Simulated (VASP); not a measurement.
# Hf (Im-3m) in VASP: a series of runs

Runs on Hf. Level: LDA. Tasks: relaxation of cell and atoms.

Program: VASP 6.6.1. These are calculated values, not measurements. Logs are shortened: lines on timing, memory, paths and dates and some standing lists are left out, and cuts for length are marked.

## (1) Starting point

The structure is cubic, space group Im-3m (No. 229). The conventional cell has a = 3.610 Å, b = 3.610 Å, c = 3.610 Å, α = 90.00°, β = 90.00°, γ = 90.00°. Hf (site symmetry m-3m) has 8 Hf at 3.13 Å as nearest neighbours.

This isn't the form of Hf at room conditions, which is hcp.

## (2) Relaxation of cell and atoms, LDA, target pressure 50 GPa, at which the enthalpy is minimised

INCAR reads:

```
  ALGO = Normal
  EDIFF = 1E-7
  EDIFFG = -0.002
  ENCUT = 520
  GGA = CA
  IBRION = 2
  ISIF = 3
  ISMEAR = 0
  LASPH = True
  LCHARG = False
  LREAL = False
  LWAVE = False
  NELM = 80
  NSW = 80
  PREC = Accurate
  PSTRESS = 500.0
  SIGMA = 0.1
```

KPOINTS reads:

```
k-points
0
Gamma
  16 16 16
```

POSCAR reads:

```
Hf
1.0
   -1.8050000000      1.8050000000      1.8050000000
    1.8050000000     -1.8050000000      1.8050000000
    1.8050000000      1.8050000000     -1.8050000000
Hf
1
Direct
    0.0000000000      0.0000000000      0.0000000000
```

Potentials or basis: VASP PAW LDA potentials, release 64 (Hf_pv).

The run is started by

```sh
cat potpaw_LDA.64/Hf_pv/POTCAR > POTCAR
mpirun -np 1 vasp_std > vasp.out
```

OUTCAR:

```text
EDIFF = 1E-7
   EDIFFG = -0.002
   ENCUT = 520
   GGA = CA
   IBRION = 2
   ISIF = 3
   ISMEAR = 0
   LASPH = True
   LREAL = False
   NELM = 80
   NSW = 80
   PREC = Accurate
   PSTRESS = 500.0

 ion  position               nearest neighbor table
   1  0.000  0.000  0.000-

  LATTYP: Found a body centered cubic cell.
 ALAT       =     3.6100000000

  Lattice vectors:

 A1 = (  -1.8050000000,   1.8050000000,   1.8050000000)
 A2 = (   1.8050000000,  -1.8050000000,   1.8050000000)
 A3 = (   1.8050000000,   1.8050000000,  -1.8050000000)

Analysis of symmetry for initial positions (statically):
=====================================================================
 Subroutine PRICEL returns:
 Original cell was already a primitive cell.

 Routine SETGRP: Setting up the symmetry group for a
 body centered cubic supercell.

 Subroutine GETGRP returns: Found 48 space group operations
 (whereof 48 operations were pure point group operations)
 out of a pool of 48 trial point group operations.

The static configuration has the point symmetry O_h .

Analysis of symmetry for dynamics (positions and initial velocities):
=====================================================================
 Subroutine PRICEL returns:
 Original cell was already a primitive cell.

 Routine SETGRP: Setting up the symmetry group for a
 body centered cubic supercell.

 Subroutine GETGRP returns: Found 48 space group operations
 (whereof 48 operations were pure point group operations)
 out of a pool of 48 trial point group operations.

The dynamic configuration has the point symmetry O_h .

 Subroutine INISYM returns: Found 48 space group operations
 (whereof 48 operations are pure point group operations),
 and found     1 'primitive' translations

----------------------------------------------------------------------------------------

                                     Primitive cell

  volume of cell :      23.5229

  direct lattice vectors                    reciprocal lattice vectors
    -1.805000000  1.805000000  1.805000000     0.000000000  0.277008310  0.277008310
     1.805000000 -1.805000000  1.805000000     0.277008310  0.000000000  0.277008310
     1.805000000  1.805000000 -1.805000000     0.277008310  0.277008310  0.000000000

  length of vectors
     3.126351708  3.126351708  3.126351708     0.391748909  0.391748909  0.391748909

  position of ions in fractional coordinates (direct lattice)
     0.000000000  0.000000000  0.000000000

  ion indices of the primitive-cell ions
   primitive index   ion index
                 1           1

----------------------------------------------------------------------------------------

 KPOINTS: k-points

Automatic generation of k-mesh.
 Grid dimensions read from file:
 generate k-points for:   16   16   16

 Generating k-lattice:

  Cartesian coordinates                     Fractional coordinates (reciprocal lattice)
     0.000000000  0.017313019  0.017313019     0.062500000  0.000000000  0.000000000
     0.017313019  0.000000000  0.017313019     0.000000000  0.062500000  0.000000000
     0.017313019  0.017313019  0.000000000     0.000000000  0.000000000  0.062500000

  Length of vectors
     0.024484307  0.024484307  0.024484307

  Shift w.r.t. Gamma in fractional coordinates (k-lattice)
     0.000000000  0.000000000  0.000000000

 Subroutine IBZKPT returns following result:
 ===========================================

 Found    145 irreducible k-points:

 Following reciprocal coordinates:
            Coordinates               Weight
  0.000000  0.000000  0.000000      1.000000
  0.062500  0.000000  0.000000     12.000000
  0.125000  0.000000  0.000000     12.000000
  0.187500  0.000000  0.000000     12.000000
  0.250000  0.000000  0.000000     12.000000
  0.312500  0.000000  0.000000     12.000000
[... 16 lines left out ...]
  0.187500  0.187500  0.000000     24.000000
  0.250000  0.187500  0.000000     48.000000
 [... further k-points ...]
   k-points           NKPTS =    145   k-points in BZ     NKDIM =    145   number of bands    NBANDS=      9
   number of dos      NEDOS =    301   number of ions     NIONS =      1
   total plane-waves  NPLWV =  13824
   dimension x,y,z NGX =    24 NGY =   24 NGZ =   24
   dimension x,y,z NGXF=    48 NGYF=   48 NGZF=   48
   ions per type =               1
   NGX,Y,Z   is equivalent  to a cutoff of  12.76, 12.76, 12.76 a.u.
   NGXF,Y,Z  is equivalent  to a cutoff of  25.52, 25.52, 25.52 a.u.
 SYSTEM =  unknown system
   PREC   = accura    normal or accurate (medium, high low for compatibility)
   ISTART =      0    job   : 0-new  1-cont  2-samecut
   ICHARG =      2    charge: 1-file 2-atom 10-const
   ISPIN  =      1    spin polarized calculation?
   LNONCOLLINEAR =      F non collinear calculations
   LSORBIT =      F    spin-orbit coupling
   LASPH  =      T    aspherical Exc in radial PAW
   ENCUT  =  520.0 eV  38.22 Ry    6.18 a.u.   5.81  5.81  5.81*2*pi/ulx,y,z
   NELM   =     80;   NELMIN=  2; NELMDL= -5     # of ELM steps
   EDIFF  = 0.1E-06   stopping-criterion for ELM
   LREAL  =      F    real-space projection
   EDIFFG = -.2E-02   stopping-criterion for IOM
   NSW    =     80    number of steps for IOM
   IBRION =      2    ionic relax: 0-MD 1-quasi-New 2-CG
   NFREE  =      1    steps in history (QN), initial steepest desc. (CG)
   ISIF   =      3    stress and relaxation
   ISYM   =      2    0-nonsym 1-usesym 2-fastsym
   POTIM  = 0.5000    time-step for ionic-motion
   TEBEG  =    0.0;   TEEND  =   0.0 temperature during run
   PSTRESS=  500.0 pullay stress
   NELECT =      10.0000    total number of electrons
   NUPDOWN=      -1.0000    fix difference up-down
   EMIN   =  10.00;   EMAX   =-10.00  energy-range for DOS
   EFERMI =   0.00;   METHOD = LEGACY
   ISMEAR =     0;   SIGMA  =   0.10  broadening in eV -4-tet -1-fermi 0-gaus
   EFERMI_NEDOS =   21; number of points for ismear=-14 and -15
   IALGO  =     38    algorithm
   IMIX   =      4    mixing-type and parameters
     AMIX     =   0.40;   BMIX     =  1.00
     AMIX_MAG =   1.60;   BMIX_MAG =  1.00
  volume/ion in A,a.u.               =      23.52       158.74
  Fermi-wavevector in a.u.,A,eV,Ry     =   1.230961  2.326179 20.616432  1.515265
  Thomas-Fermi vector in A             =   2.365789
   LORBIT       =      0    0 simple, 1 ext, 2 COOP (PROOUT), +10 PAW based schemes
   GGA     = CA    functional components
   LHFCALC =     F    Hartree Fock is set to
   AEXX    =    0.0000 exact exchange contribution
   IVDW    =     0    specifies the selected vdW correction
   LEPSILON=     F    determine dielectric tensor
   LRPA    =     F    only Hartree local field effects (RPA)
 conjugate gradient relaxation of ions
 non-spin polarized calculation
 Gauss-broadening in eV      SIGMA  =   0.10
  energy-cutoff  :      520.00
  volume of cell :       23.52
 maximum number of plane-waves:       682
   NGX = 11   NGY = 11   NGZ = 11

--------------------------------------- Ionic step        1  -------------------------------------------

 number of electron      10.0000001 magnetization

 Free energy of the ion-electron system (eV)
  ---------------------------------------------------
  ext. energy  EPLUGINS =         0.00000000
  ---------------------------------------------------
  free energy    TOTEN  =       -10.41845712 eV

  energy without entropy =      -10.41021289  energy(sigma->0) =      -10.41433500

------------------------ aborting loop because EDIFF is reached ----------------------------------------

  FORCE on cell =-STRESS in cart. coord.  units (eV):
  Direction    XX          YY          ZZ          XY          YZ          ZX
  --------------------------------------------------------------------------------------
  -------------------------------------------------------------------------------------
  Total       -1.8749916     -1.8749916     -1.8749916      0.0000000     -0.0000000     -0.0000000
  in kB     -127.7080586   -127.7080586   -127.7080586      0.0000000     -0.0000000     -0.0000000
  external PRESSURE =    -627.7080586 kB  Pullay stress =     500.0000000 kB
[... 24 lines left out ...]
--------------------------------------- Ionic step        2  -------------------------------------------

 number of electron      10.0000000 magnetization

 E-fermi :  29.1965     XC(G=0): -21.6686

 val. band max:       29.1604349572   @ k =  -0.2500   0.2500   0.1250
 cond. band min:      29.2203765253   @ k =  -0.4375   0.5000   0.3125
 fundamental gap:      0.0599415681
 Fermi energy:        29.1965020322

 k-point     1 :       0.0000    0.0000    0.0000
  band No.  band energies     occupation
      1       8.1902      2.00000
      2       8.1902      2.00000
      3       8.1902      2.00000
      4      26.1948      2.00000
      5      26.1948      2.00000
      6      26.1948      2.00000
      7      35.9021      0.00000
      8      35.9021      0.00000
      9      42.0203      0.00000
[... 265 lines left out ...]
 k-point    24 :       0.2500    0.1875    0.0000
  band No.  band energies     occupation
      1     -21.9785      2.00000
      2     -12.0222      2.00000
      3       0.6193      2.00000
      4      17.4820      2.00000
      5      25.4126      2.00000
      6      36.5766      0.00000
      7      38.7168      0.00000
      8      43.0128      0.00000
      9      52.7072      0.00000

 [... further k-points ...]
[... 5 lines left out ...]
  --------------------------------------------------------------------------------------
  -------------------------------------------------------------------------------------
  Total      153.1774447    153.1774447    153.1774447      0.0000000     -0.0000000     -0.0000000
  in kB    60897.1946337  60897.1946337  60897.1946337      0.0000000     -0.0000000     -0.0000000
  external PRESSURE =   60397.1946337 kB  Pullay stress =     500.0000000 kB
[... 246 lines left out ...]
--------------------------------------- Ionic step        9  -------------------------------------------

 number of electron      10.0000001 magnetization

 Free energy of the ion-electron system (eV)
  ---------------------------------------------------
  ext. energy  EPLUGINS =         0.00000000
  ---------------------------------------------------
  free energy    TOTEN  =        -9.91424983 eV

  energy without entropy =       -9.90928351  energy(sigma->0) =       -9.91176667

 E-fermi :   7.4034     XC(G=0): -13.2641

 val. band max:        7.3980176329   @ k =   0.1875   0.1250   0.0000
 cond. band min:       7.4292930851   @ k =   0.1875   0.0625   0.0000
 fundamental gap:      0.0312754522
 Fermi energy:         7.4033652555

 k-point     1 :       0.0000    0.0000    0.0000
  band No.  band energies     occupation
      1     -20.9024      2.00000
      2     -20.9024      2.00000
      3     -20.9024      2.00000
      4      -0.5505      2.00000
      5       8.9397      0.00000
      6       8.9397      0.00000
      7       8.9397      0.00000
      8      12.9518      0.00000
      9      12.9518      0.00000
[... 265 lines left out ...]
 k-point    24 :       0.2500    0.1875    0.0000
  band No.  band energies     occupation
      1     -22.9735      2.00000
      2     -21.7621      2.00000
      3     -21.1402      2.00000
      4       4.0144      2.00000
      5       6.3380      2.00000
      6       7.5596      0.02715
      7      12.1706      0.00000
      8      14.4620      0.00000
      9      16.9413      0.00000

 [... further k-points ...]
[... 5 lines left out ...]
  --------------------------------------------------------------------------------------
  -------------------------------------------------------------------------------------
  Total        4.8191647      4.8191647      4.8191647      0.0000000     -0.0000000      0.0000000
  in kB      499.9971411    499.9971411    499.9971411      0.0000000     -0.0000000      0.0000000
  external PRESSURE =      -0.0028589 kB  Pullay stress =     500.0000000 kB
[... 20 lines left out ...]
  energy  without entropy=       -9.9092835116  energy(sigma->0) =       -9.91176667

  enthalpy is  TOTEN    =        -5.0950576208 eV   P V=        4.8191922120

 reached required accuracy - stopping structural energy minimisation
```

It took 46 s on 1 thread of Intel Xeon 6975P-C (Granite Rapids), shared host; peak memory 0.19 GiB.

Results:

| Item | Value |
| --- | --- |
| Free energy | -9.9142 eV |
| Relaxed volume | 15.44 Å³/atom |
| Relaxed cell | a = 2.717 Å, b = 2.717 Å, c = 2.717 Å, α = 109.47°, β = 109.47°, γ = 109.47° |
| Space group after relaxing (to 0.05 Å) | Im-3m (No. 229) |
| Energy change on relaxing (the enthalpy is what falls) | +504.2 meV/atom |
| Ionic steps | 9 |
| Pressure after relaxing | 50.0 GPa |
| Band gap on the k mesh | none (metal or under the smearing width) |

Step by step:
```csv
step,energy change (eV),largest force (eV/Å),pressure (GPa),volume (Å³)
1,0.0000,0.0000,-12.77,23.52
2,64.7106,0.0000,6089.72,4.03
3,-0.1072,0.0000,-6.50,21.77
4,-0.1355,0.0000,-0.05,20.45
5,0.6938,0.0000,60.07,14.89
6,0.4759,0.0000,48.51,15.53
7,0.5186,0.0000,50.76,15.40
8,0.4754,0.0000,48.49,15.54
9,0.5042,0.0000,50.00,15.44
```

Final structure:
```cif
data_structure
_symmetry_space_group_name_H-M 'P 1'
_symmetry_Int_Tables_number 1
_cell_length_a 2.7171
_cell_length_b 2.7171
_cell_length_c 2.7171
_cell_angle_alpha 109.471
_cell_angle_beta 109.471
_cell_angle_gamma 109.471
_cell_volume 15.44
loop_
_atom_site_label
_atom_site_type_symbol
_atom_site_fract_x
_atom_site_fract_y
_atom_site_fract_z
_atom_site_occupancy
Hf1 Hf 0.00000 0.00000 0.00000 1
```

Levels at points of the mesh, in eV from the Fermi level:
| k point | band 3 | band 4 | band 5 | band 6 | band 7 | band 8 |
| --- | --- | --- | --- | --- | --- | --- |
| (0.00, 0.00, 0.00) | -28.31 | -7.95 | 1.54 | 1.54 | 1.54 | 5.55 |
| (0.50, 0.00, 0.00) | -28.35 | -4.81 | -1.55 | 3.49 | 5.73 | 7.12 |
| (0.50, 0.50, 0.50) | -30.04 | -4.70 | -4.70 | 9.86 | 9.86 | 9.86 |

Caveat: the cell is relaxed towards a set pressure, so the enthalpy falls and the energy may rise; the volume moved by over 15 % at a fixed basis, so the end points are rough. LDA usually gives volumes a few per cent too small.

## (3) Relaxation of cell and atoms, LDA, target pressure 50 GPa, at which the enthalpy is minimised

This run uses another cell than the first one, of 15.44 Å³/atom, 0.656 times its volume.

INCAR is that of step 2.

KPOINTS is that of step 2.

POSCAR reads:

```
Hf                                      
1.0
   -1.5687423164      1.5687423164      1.5687423164
    1.5687423164     -1.5687423164      1.5687423164
    1.5687423164      1.5687423164     -1.5687423164
  Hf            
     1
Direct
     0.0000000000000000    0.0000000000000000    0.0000000000000000
```

Potentials or basis: VASP PAW LDA potentials, release 64 (Hf_pv).

The run is started by

```sh
cat potpaw_LDA.64/Hf_pv/POTCAR > POTCAR
mpirun -np 1 vasp_std > vasp.out
```

It took 9.9 s on 1 thread of Intel Xeon 6975P-C (Granite Rapids), shared host; peak memory 0.13 GiB.

It converged, with:

```
Free energy                                            : -9.9124 eV
Relaxed volume                                         : 15.44 Å³/atom
Relaxed cell                                           : a = 2.717 Å, b = 2.717 Å, c = 2.717 Å, α = 109.47°, β = 109.47°, γ = 109.47°
Space group after relaxing (to 0.05 Å)                 : Im-3m (No. 229)
Energy change on relaxing (the enthalpy is what falls) : +0.5 meV/atom
Ionic steps                                            : 3
Pressure after relaxing                                : 50.0 GPa
Band gap on the k mesh                                 : none (metal or under the smearing width)
```

The path:
```
step  energy change (eV)  largest force (eV/Å)  pressure (GPa)  volume (Å³)
   1              0.0000                0.0000           49.97        15.44
   2              0.0017                0.0000           50.06        15.44
   3              0.0005                0.0000           50.01        15.44
```

Final structure:
```cif
data_structure
_symmetry_space_group_name_H-M 'P 1'
_symmetry_Int_Tables_number 1
_cell_length_a 2.7170
_cell_length_b 2.7170
_cell_length_c 2.7170
_cell_angle_alpha 109.471
_cell_angle_beta 109.471
_cell_angle_gamma 109.471
_cell_volume 15.44
loop_
_atom_site_label
_atom_site_type_symbol
_atom_site_fract_x
_atom_site_fract_y
_atom_site_fract_z
_atom_site_occupancy
Hf1 Hf 0.00000 0.00000 0.00000 1
```

Levels at points of the mesh, in eV from the Fermi level:
```tsv
k point	band 1	band 2	band 3	band 4	band 5	band 6	band 7	band 8	band 9
(0.00, 0.00, 0.00)	-28.31	-28.31	-28.31	-7.95	1.54	1.54	1.54	5.55	5.55
(0.50, 0.00, 0.00)	-30.91	-29.10	-28.35	-4.81	-1.55	3.49	5.73	7.12	11.36
(0.50, 0.50, 0.50)	-30.04	-30.04	-30.04	-4.70	-4.70	9.86	9.86	9.86	11.08
```

Caveat: the cell is relaxed towards a set pressure, so the enthalpy falls and the energy may rise.
